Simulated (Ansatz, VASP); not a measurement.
## Two plane-wave programs on LiF

```
Li F
1.0
     0.00000    1.99487    1.99487
     1.99487    0.00000    1.99487
     1.99487    1.99487    0.00000
Li F
1 1
Direct
  0.00000 0.00000 0.00000
  0.50000 0.50000 0.50000
```

Alike in both runs: task single point; functional PBE; k mesh 6 × 6 × 6; no spin polarisation.

|  | VASP | Ansatz |
| --- | --- | --- |
| version | VASP 6.6.1 | Ansatz 0.2.0 |
| potentials or method | VASP PAW PBE potentials, release 64 (Li_sv, F) | plane waves, PAW |
| plane-wave cutoff (eV) | 520 | 420 |
| occupations | gaussian, width 0.01 eV | fixed |
| valence electrons in the cell | 10 | 10 |

|  | VASP | Ansatz | Ansatz less VASP |
| --- | --- | --- | --- |
| gap on the k mesh at the Fermi level (eV) | 9.35 | 9.35 | -0.004 |

Caveats: the k mesh is coarse (spacing up to 0.45 Å⁻¹), so the values aren't converged.
